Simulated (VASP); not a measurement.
A run of VASP 6.6.1 is set up as follows.

Contents of INCAR:

```
PREC = Accurate
ENCUT = 700
EDIFF = 1E-7
ISMEAR = 0
SIGMA = 0.02
LREAL = F
LASPH = T
NELM = 80
ALGO = Normal
ISIF = 3
LWAVE = F
LCHARG = F
GGA = PE
IBRION = 2
NSW = 80
EDIFFG = -0.002
KPAR = 4
```

File KPOINTS:

```
Automatic mesh
0
Gamma
  12 12 6
```

Contents of POSCAR:

```
ZnO
1.0
    3.2493080000      0.0000000000      0.0000000000
   -1.6246540000      2.8139832700      0.0000000000
    0.0000000000      0.0000000000      5.2057090000
Zn O
2 2
Direct
    0.3333333300      0.6666666700      0.5000000000
    0.6666666700      0.3333333300      0.0000000000
    0.6666666700      0.3333333300      0.3790100000
    0.3333333300      0.6666666700      0.8790100000
```

Potentials or basis: VASP PAW PBE potentials, release 64 (Zn, O).

Run with:

```bash
$ cat potpaw_PBE.64/Zn/POTCAR potpaw_PBE.64/O/POTCAR > POTCAR
$ mpirun -np 4 vasp_std > vasp.out
```

(1) Estimate the relaxed cell.

(2) What does it give for the space group after relaxing (to 0.05 Å)?

Results:

(1) a = 3.286 Å, b = 3.286 Å, c = 5.302 Å, α = 90.00°, β = 90.00°, γ = 120.00°.

(2) P6_3mc (No. 186).
